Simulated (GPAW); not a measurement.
# BN (P6_3/mmc) in GPAW: reference runs

How does BN come out in PBE? The cell is run as given and disturbed.

Program: GPAW 26.7.0. These are calculated values, not measurements. Logs are shortened: lines on timing, memory, paths and dates and some standing lists are left out, and cuts for length are marked. The log counts tension as positive stress, the text compression.

## Step 1: Starting point

The structure is hexagonal, space group P6_3/mmc (No. 194). The conventional cell has a = 2.498 Å, b = 2.498 Å, c = 6.636 Å, α = 90.00°, β = 90.00°, γ = 120.00°. N (site symmetry -6m2) has 3 B at 1.44 Å as nearest neighbours. B (site symmetry -6m2) is surrounded by 3 N at 1.44 Å.

## Step 2: Single point, PBE

Contents of run.py:

```python
from ase import Atoms
from ase.dft.bandgap import bandgap
from ase.io import write
from ase.units import GPa
from gpaw import GPAW, PW

atoms = Atoms(['N', 'N', 'B', 'B'],
              cell=[[2.49824, 0.0, 0.0],
                    [-1.24912, 2.1635393048, 0.0],
                    [0.0, 0.0, 6.6357]],
              scaled_positions=[[0.6666666667, 0.3333333333, 0.25],
                                [0.3333333333, 0.6666666667, 0.75],
                                [0.6666666667, 0.3333333333, 0.75],
                                [0.3333333333, 0.6666666667, 0.25]],
              pbc=True)

calc = GPAW(mode=PW(800),
            xc='PBE',
            kpts={'size': (12, 12, 4), 'gamma': True},
            occupations={'name': 'fermi-dirac', 'width': 0.05},
            nbands=18,
            convergence={'density': 1e-05, 'energy': 1e-05},
            maxiter=150,
            txt='gpaw.txt')
atoms.calc = calc
energy = atoms.get_potential_energy()
forces = atoms.get_forces()
stress = atoms.get_stress()
calc.write('gs.gpw')
write('result.traj', atoms)
print(f'Energy: {energy:.6f} eV')
print('Forces (eV/A):')
print(forces.round(4))
print('Stress (GPa):', (stress / GPa).round(3))
print('Fermi level:', round(calc.get_fermi_level(), 4), 'eV')
print(f'Gap: {bandgap(calc)[0]:.4f} eV, direct: {bandgap(calc, direct=True)[0]:.4f} eV')
```

Potentials or basis: GPAW PAW data sets (gpaw-data 1.2.1), pw.

Run with:

```bash
> OMP_NUM_THREADS=1 python run.py
```

gpaw.txt:

```text
__  _  _
 | _ |_)|_||  |
 |__||  | ||/\| - 26.7.0

Input parameters:
  mode=PW(ecut=800.0),
  convergence={'density': 1e-05, 'energy': 1e-05},
  kpts=MonkhorstPack(size=(12, 12, 4), gamma=True),
  maxiter=150,
  nbands=18,
  occupations=Occupations(name='fermi-dirac', width=0.05),
  xc=XC(name='PBE')

Diagonalizing LCAO Hamiltonian
Converting LCAO to pw mode

        N B

        B N

Atoms  # Å, Bohr magnetons
|   | symbol |         x |        y |        z |    initial magnetic moments |
|---|--------|-----------|----------|----------|-----------------------------|
| 0 |      N |  1.249120 | 0.721180 | 1.658925 | ( 0.0000,  0.0000,  0.0000) |
| 1 |      N | -0.000000 | 1.442360 | 4.976775 | ( 0.0000,  0.0000,  0.0000) |
| 2 |      B |  1.249120 | 0.721180 | 4.976775 | ( 0.0000,  0.0000,  0.0000) |
| 3 |      B | -0.000000 | 1.442360 | 1.658925 | ( 0.0000,  0.0000,  0.0000) |

Unit cell  # Å
| periodic |         x |        y |        z |  lengths |     angles |
|----------|-----------|----------|----------|----------|------------|
|      yes |  2.498240 | 0.000000 | 0.000000 | 2.498240 |  90.000000 |
|      yes | -1.249120 | 2.163539 | 0.000000 | 2.498240 |  90.000000 |
|      yes |  0.000000 | 0.000000 | 6.635700 | 6.635700 | 120.000000 |

Number of symmetries: 12
Symmetry operations  # r_c * U_cc + t_c -> r_c
|    | kind |            matrix            |
|----|------|------------------------------|
|  0 |  σ   |  1, 1, 0,  0,-1, 0,  0, 0, 1 |
|  1 |  S6  |  1, 1, 0, -1, 0, 0,  0, 0,-1 |
|  2 |  E   |  1, 0, 0,  0, 1, 0,  0, 0, 1 |
|  3 |  C2  |  1, 0, 0, -1,-1, 0,  0, 0,-1 |
|  4 |  C2  |  0, 1, 0,  1, 0, 0,  0, 0,-1 |
|  5 |  C3  |  0, 1, 0, -1,-1, 0,  0, 0, 1 |
|  6 |  S6  |  0,-1, 0,  1, 1, 0,  0, 0,-1 |
|  7 |  σ   |  0,-1, 0, -1, 0, 0,  0, 0, 1 |
|  8 |  σ   | -1, 0, 0,  1, 1, 0,  0, 0, 1 |
|  9 |  i   | -1, 0, 0,  0,-1, 0,  0, 0,-1 |
| 10 |  C3  | -1,-1, 0,  1, 0, 0,  0, 0, 1 |
| 11 |  C2  | -1,-1, 0,  0, 1, 0,  0, 0,-1 |

BZ-sampling:
  Number of BZ points: 576
  Number of IBZ points: 69

  Monkhorst-Pack size: [12, 12, 4]
  Monkhorst-Pack shift: [0.041666666666666664, 0.041666666666666664, 0.125]

K-points  # in reciprocal-cell coordinates
|     |                                coordinates |     weight |
|-----|--------------------------------------------|------------|
|   0 | ( -0.00000000,  -0.00000000,   0.00000000) | 0.00173611 |
|   1 | ( -0.00000000,  -0.00000000,   0.25000000) | 0.00347222 |
|   2 | ( -0.00000000,  -0.00000000,   0.50000000) | 0.00173611 |
|   3 | (  0.08333333,  -0.00000000,  -0.25000000) | 0.01041667 |
|   4 | (  0.08333333,  -0.00000000,   0.00000000) | 0.01041667 |
|   5 | (  0.08333333,  -0.00000000,   0.25000000) | 0.01041667 |
|   6 | (  0.08333333,  -0.00000000,   0.50000000) | 0.01041667 |
|   7 | (  0.16666667,  -0.08333333,   0.00000000) | 0.01041667 |
|   8 | (  0.16666667,  -0.08333333,   0.25000000) | 0.02083333 |
|   9 | (  0.16666667,  -0.08333333,   0.50000000) | 0.01041667 |
| ... |                                            |            |
|  68 | (  0.50000000,   0.50000000,   0.50000000) | 0.00520833 |

Plane wave coefficients: 1860
Cutoff: 800.0 eV

Spin-components: 1 (collinear spins)
Bands:           18
Projectors:      20
Spin-degeneracy: 2
Datatype:        complex128

Parallelization:
  kpt:    1
  domain: 1
  band:   1

Density:
  Valence electrons: 16.0
  Components: 1
  Grid points: [18 18 45]
  Charge: 0.0  # |e|

Potential:
  Grid points: [18 18 45]

species:
  N:
    name:    Nitrogen
    Z:       7.0
    valence: 5
    core:    2
    charge:  0.0  # [|e|]
    compensation charges:
      type: gauss
      rc: 0.18  # [Å]
      lmax: 2
    cutoffs:
      filter: 1.11  # [Å]
      core: 0.96  # [Å]
    projectors
    | kind |    occ | energy [eV] | rcut [Å] |
    |------|--------|-------------|----------|
    |   2s |  2.000 |     -18.583 |    0.603 |
    |   2p |  3.000 |      -7.089 |    0.529 |
    |    s |        |       8.629 |    0.603 |
    |    p |        |      20.123 |    0.529 |
    |    d |        |       0.000 |    0.577 |

    Using partial waves for N as LCAO basis

  B:
    name:    Boron
    Z:       5.0
    valence: 3
    core:    2
    charge:  0.0  # [|e|]
    compensation charges:
      type: gauss
      rc: 0.20  # [Å]
      lmax: 2
    cutoffs:
      filter: 1.14  # [Å]
      core: 1.38  # [Å]
    projectors
    | kind |    occ | energy [eV] | rcut [Å] |
    |------|--------|-------------|----------|
    |   2s |  2.000 |      -9.443 |    0.635 |
    |   2p |  1.000 |      -3.606 |    0.635 |
    |    s |        |      17.768 |    0.635 |
    |    p |        |      23.605 |    0.635 |
    |    d |        |       0.000 |    0.635 |

    Using partial waves for B as LCAO basis

Reference energy: -4302.422143  # eV

eigensolver:
  PPCG
  Converge bands: occupied
  niter=2

density mixing:
  MSR1-Mixer
  Pratt-step length: 0.05
  Maximum mixing coefficient: 0.75
  Old densities: 10
  SVD Regularization: 0.005
  Good broyden scale: 1.0
  Trust region scale: 1.0
  Backstep threshold: 4.0
  History deletion threshold: 6.0
  Fourier metric: weight=20.0, sigma=0.015

occupation numbers:
  Fermi-Dirac:
    width: 0.0500  # eV

poisson solver:
  ecut: 6400.0  # eV

xc functional:
  name: PBE with 2 nearest neighbor stencil

convergence criteria:
- Maximum integral of absolute [dens]ity change: 1e-05 electrons / valence electron
- Maximum [total energy] change in last 3 cyles: 1e-05 eV / valence electron
- Maximum integral of absolute [eigenst]ate change: 4e-08 eV^2 / valence electron
maximum number of iterations: 150

SCF iterations
|iter     | |      energy | eigst |  dens |
|---------|-|-------------|-------|-------|
|iter:   1| |  -38.405747 | +0.48 |       |
|iter:   2| |  -37.761254 | -1.34 | -0.64 |
|iter:   3| |  -35.289919 | -0.83 | -0.69 |
|iter:   4| |  -35.245356 | -2.20 | -1.32 |
|iter:   5| |  -35.244395 | -2.96 | -1.70 |
|iter:   6| |  -35.244839 | -4.34 | -2.30 |
|iter:   7| |  -35.244844 | -5.97 | -3.41 |
|iter:   8| |  -35.244845c| -7.49c| -3.98 |
|iter:   9| |  -35.244845c| -7.79c| -4.84 |
|iter:  10| |  -35.244845c| -8.55c| -5.33c|

Converged in 10 steps
Energy contributions relative to reference atoms: (reference = -4302.422143)

Energy contributions:
  Kinetic:          36.970253
  Coulomb:         -37.031910
  Zero:              0.198108
  External:          0.000000
  Xc:              -35.381296
  Entropy:          -0.000000
  Spinorbit:         0.000000
  ----------------------------
  Free energy:     -35.244845
  Extrapolated:    -35.244845

dipole moment: (0.000000, 0.000000, 0.000001)  # |e|*Ang

Fermi level: 5.078
Eigenvalues  # (at kpt = [-0.000, -0.000, 0.000])
| band index |      eig [eV] | occ [0-2] |
|------------|---------------|-----------|
|          0 |       -13.764 |     2.000 |
|          1 |       -13.469 |     2.000 |
|          2 |        -2.179 |     2.000 |
|          3 |        -0.051 |     2.000 |
|          4 |         2.746 |     2.000 |
|          5 |         2.746 |     2.000 |
[... 8 lines left out ...]
|         14 |        16.435 |     0.000 |
|         15 |        17.179 |     0.000 |
|        ... |               |           |
|         17 |        20.775 |     0.000 |

Gap: 4.291 eV
Transition (v -> c):
  (s=0, k=35, n=7, [0.33, 0.33, 0.50]) -> (s=0, k=66, n=8, [0.50, 0.50, 0.00])
Direct/indirect transitions are different
Direct gap: 4.663 eV
Transition at: (s=0, k=35, n=7, [0.33, 0.33, 0.50])

Forces  # eV/Ang
|        x |        y |        z |
|----------|----------|----------|
|  0.00000 |  0.00000 | -0.00161 |  # N    0
|  0.00000 |  0.00000 |  0.00161 |  # N    1
|  0.00000 | -0.00000 | -0.00017 |  # B    2
| -0.00000 |  0.00000 |  0.00017 |  # B    3

Stress tensor  # eV/Ang^3
|         x |         y |         z |
|-----------|-----------|-----------|
| -0.034119 |  0.000000 |  0.000000 |
|  0.000000 | -0.034119 |  0.000000 |
|  0.000000 | -0.000000 | -0.012878 |

# Writing to gs.gpw (mode='')
```

Wall time 39 s (1 thread of Arm Neoverse V2, shared host); peak memory 0.2 GiB.

Results:

- Free energy: -35.2448 eV
- Pressure: 4.3 GPa
- Band gap on the k mesh: 4.29 eV, indirect (least direct gap 4.66 eV)

Caveat: this functional lacks dispersion, which binds the layers, so the pressure and a relaxed spacing across them are unreliable.

## Step 3: Single point, PBE (atoms moved at random, drawn with an rms of 0.05 Å)

Changes to run.py since step 2:

```diff
@@ -10,6 +10,6 @@
                     [0.0, 0.0, 6.6357]],
-              scaled_positions=[[0.6666666667, 0.3333333333, 0.25],
-                                [0.3333333333, 0.6666666667, 0.75],
-                                [0.6666666667, 0.3333333333, 0.75],
-                                [0.3333333333, 0.6666666667, 0.25]],
+              scaled_positions=[[0.659784, 0.320718, 0.251758],
+                                [0.33328, 0.665718, 0.749754],
+                                [0.678836, 0.346295, 0.751839],
+                                [0.336526, 0.664378, 0.247751]],
               pbc=True)
```

Potentials or basis: GPAW PAW data sets (gpaw-data 1.2.1), pw.

Run with:

```bash
> OMP_NUM_THREADS=1 python run.py
```

gpaw.txt:

```text
__  _  _
 | _ |_)|_||  |
 |__||  | ||/\| - 26.7.0

Input parameters:
  mode=PW(ecut=800.0),
  convergence={'density': 1e-05, 'energy': 1e-05},
  kpts=MonkhorstPack(size=(12, 12, 4), gamma=True),
  maxiter=150,
  nbands=18,
  occupations=Occupations(name='fermi-dirac', width=0.05),
  xc=XC(name='PBE')

Diagonalizing LCAO Hamiltonian
Converting LCAO to pw mode

        N B

        B N

Atoms  # Å, Bohr magnetons
|   | symbol |        x |        y |        z |    initial magnetic moments |
|---|--------|----------|----------|----------|-----------------------------|
| 0 |      N | 1.247684 | 0.693886 | 1.670591 | ( 0.0000,  0.0000,  0.0000) |
| 1 |      N | 0.001052 | 1.440307 | 4.975143 | ( 0.0000,  0.0000,  0.0000) |
| 2 |      B | 1.263331 | 0.749223 | 4.988978 | ( 0.0000,  0.0000,  0.0000) |
| 3 |      B | 0.010835 | 1.437408 | 1.644001 | ( 0.0000,  0.0000,  0.0000) |

Unit cell  # Å
| periodic |         x |        y |        z |  lengths |     angles |
|----------|-----------|----------|----------|----------|------------|
|      yes |  2.498240 | 0.000000 | 0.000000 | 2.498240 |  90.000000 |
|      yes | -1.249120 | 2.163539 | 0.000000 | 2.498240 |  90.000000 |
|      yes |  0.000000 | 0.000000 | 6.635700 | 6.635700 | 120.000000 |

Number of symmetries: 1
Symmetry operations  # r_c * U_cc + t_c -> r_c
|   | kind |            matrix            |
|---|------|------------------------------|
| 0 |  E   |  1, 0, 0,  0, 1, 0,  0, 0, 1 |

BZ-sampling:
  Number of BZ points: 576
  Number of IBZ points: 292

  Monkhorst-Pack size: [12, 12, 4]
  Monkhorst-Pack shift: [0.041666666666666664, 0.041666666666666664, 0.125]

K-points  # in reciprocal-cell coordinates
|     |                                coordinates |     weight |
|-----|--------------------------------------------|------------|
|   0 | ( -0.00000000,  -0.00000000,   0.00000000) | 0.00173611 |
|   1 | ( -0.00000000,  -0.00000000,   0.25000000) | 0.00347222 |
|   2 | ( -0.00000000,  -0.00000000,   0.50000000) | 0.00173611 |
|   3 | ( -0.00000000,   0.08333333,  -0.25000000) | 0.00347222 |
|   4 | ( -0.00000000,   0.08333333,   0.00000000) | 0.00347222 |
|   5 | ( -0.00000000,   0.08333333,   0.25000000) | 0.00347222 |
|   6 | ( -0.00000000,   0.08333333,   0.50000000) | 0.00347222 |
|   7 | ( -0.00000000,   0.16666667,  -0.25000000) | 0.00347222 |
|   8 | ( -0.00000000,   0.16666667,   0.00000000) | 0.00347222 |
|   9 | ( -0.00000000,   0.16666667,   0.25000000) | 0.00347222 |
| ... |                                            |            |
| 291 | (  0.50000000,   0.50000000,   0.50000000) | 0.00173611 |

Plane wave coefficients: 1860
Cutoff: 800.0 eV

Spin-components: 1 (collinear spins)
Bands:           18
Projectors:      20
Spin-degeneracy: 2
Datatype:        complex128

Parallelization:
  kpt:    1
  domain: 1
  band:   1

Density:
  Valence electrons: 16.0
  Components: 1
  Grid points: [18 18 45]
  Charge: 0.0  # |e|

Potential:
  Grid points: [18 18 45]

species:
  N:
    name:    Nitrogen
    Z:       7.0
    valence: 5
    core:    2
    charge:  0.0  # [|e|]
    compensation charges:
      type: gauss
      rc: 0.18  # [Å]
      lmax: 2
    cutoffs:
      filter: 1.11  # [Å]
      core: 0.96  # [Å]
    projectors
    | kind |    occ | energy [eV] | rcut [Å] |
    |------|--------|-------------|----------|
    |   2s |  2.000 |     -18.583 |    0.603 |
    |   2p |  3.000 |      -7.089 |    0.529 |
    |    s |        |       8.629 |    0.603 |
    |    p |        |      20.123 |    0.529 |
    |    d |        |       0.000 |    0.577 |

    Using partial waves for N as LCAO basis

  B:
    name:    Boron
    Z:       5.0
    valence: 3
    core:    2
    charge:  0.0  # [|e|]
    compensation charges:
      type: gauss
      rc: 0.20  # [Å]
      lmax: 2
    cutoffs:
      filter: 1.14  # [Å]
      core: 1.38  # [Å]
    projectors
    | kind |    occ | energy [eV] | rcut [Å] |
    |------|--------|-------------|----------|
    |   2s |  2.000 |      -9.443 |    0.635 |
    |   2p |  1.000 |      -3.606 |    0.635 |
    |    s |        |      17.768 |    0.635 |
    |    p |        |      23.605 |    0.635 |
    |    d |        |       0.000 |    0.635 |

    Using partial waves for B as LCAO basis

Reference energy: -4302.422143  # eV

eigensolver:
  PPCG
  Converge bands: occupied
  niter=2

density mixing:
  MSR1-Mixer
  Pratt-step length: 0.05
  Maximum mixing coefficient: 0.75
  Old densities: 10
  SVD Regularization: 0.005
  Good broyden scale: 1.0
  Trust region scale: 1.0
  Backstep threshold: 4.0
  History deletion threshold: 6.0
  Fourier metric: weight=20.0, sigma=0.015

occupation numbers:
  Fermi-Dirac:
    width: 0.0500  # eV

poisson solver:
  ecut: 6400.0  # eV

xc functional:
  name: PBE with 2 nearest neighbor stencil

convergence criteria:
- Maximum integral of absolute [dens]ity change: 1e-05 electrons / valence electron
- Maximum [total energy] change in last 3 cyles: 1e-05 eV / valence electron
- Maximum integral of absolute [eigenst]ate change: 4e-08 eV^2 / valence electron
maximum number of iterations: 150

SCF iterations
|iter     | |      energy | eigst |  dens |
|---------|-|-------------|-------|-------|
|iter:   1| |  -38.374719 | +0.48 |       |
|iter:   2| |  -37.727462 | -1.34 | -0.64 |
|iter:   3| |  -35.247381 | -0.82 | -0.69 |
|iter:   4| |  -35.202716 | -2.20 | -1.32 |
|iter:   5| |  -35.201672 | -2.96 | -1.70 |
|iter:   6| |  -35.202139 | -4.29 | -2.30 |
|iter:   7| |  -35.202107 | -5.43 | -3.11 |
|iter:   8| |  -35.202108c| -7.00 | -3.74 |
|iter:   9| |  -35.202108c| -8.11c| -4.19 |
|iter:  10| |  -35.202108c| -8.67c| -5.29c|

Converged in 10 steps
Energy contributions relative to reference atoms: (reference = -4302.422143)

Energy contributions:
  Kinetic:          37.146524
  Coulomb:         -37.150306
  Zero:              0.198004
  External:          0.000000
  Xc:              -35.396330
  Entropy:          -0.000000
  Spinorbit:         0.000000
  ----------------------------
  Free energy:     -35.202108
  Extrapolated:    -35.202108

dipole moment: (0.071688, -0.012973, -0.005324)  # |e|*Ang

Fermi level: 5.059
Eigenvalues  # (at kpt = [-0.000, -0.000, 0.000])
| band index |      eig [eV] | occ [0-2] |
|------------|---------------|-----------|
|          0 |       -13.765 |     2.000 |
|          1 |       -13.469 |     2.000 |
|          2 |        -2.181 |     2.000 |
|          3 |        -0.053 |     2.000 |
|          4 |         2.382 |     2.000 |
|          5 |         2.473 |     2.000 |
[... 8 lines left out ...]
|         14 |        16.508 |     0.000 |
|         15 |        17.199 |     0.000 |
|        ... |               |           |
|         17 |        20.784 |     0.000 |

Gap: 4.228 eV
Transition (v -> c):
  (s=0, k=251, n=7, [0.42, 0.25, 0.00]) -> (s=0, k=266, n=8, [0.50, -0.00, 0.00])
Direct/indirect transitions are different
Direct gap: 4.630 eV
Transition at: (s=0, k=247, n=7, [0.42, 0.17, 0.00])

Forces  # eV/Ang
|        x |        y |        z |
|----------|----------|----------|
|  0.48337 |  0.97023 | -0.36285 |  # N    0
|  0.60942 |  1.22572 |  0.20634 |  # N    1
| -0.60959 | -1.22817 | -0.20523 |  # B    2
| -0.48329 | -0.96763 |  0.36224 |  # B    3

Stress tensor  # eV/Ang^3
|         x |         y |         z |
|-----------|-----------|-----------|
| -0.039435 | -0.000992 | -0.000121 |
| -0.000992 | -0.034917 | -0.000251 |
| -0.000121 | -0.000251 | -0.012487 |

# Writing to gs.gpw (mode='')
```

Run time: 2.9 min. Hardware: 1 thread of Arm Neoverse V2, shared host; peak memory 0.42 GiB.

Results:

| Item | Value |
| --- | --- |
| Free energy | -35.2021 eV |
| Pressure | 4.6 GPa |
| Largest force | 1.386 eV/Å |
| Band gap on the k mesh | 4.23 eV, indirect (least direct gap 4.63 eV) |

Forces in eV/Å, atoms in the order of the input:
```
N    0.483  0.970 -0.363
N    0.609  1.226  0.206
B   -0.610 -1.228 -0.205
B   -0.483 -0.968  0.362
```

Stress tensor (GPa, compression positive):
```
6.32 0.16 0.02
0.16 5.59 0.04
0.02 0.04 2.00
```

A k mesh can miss the band edges.
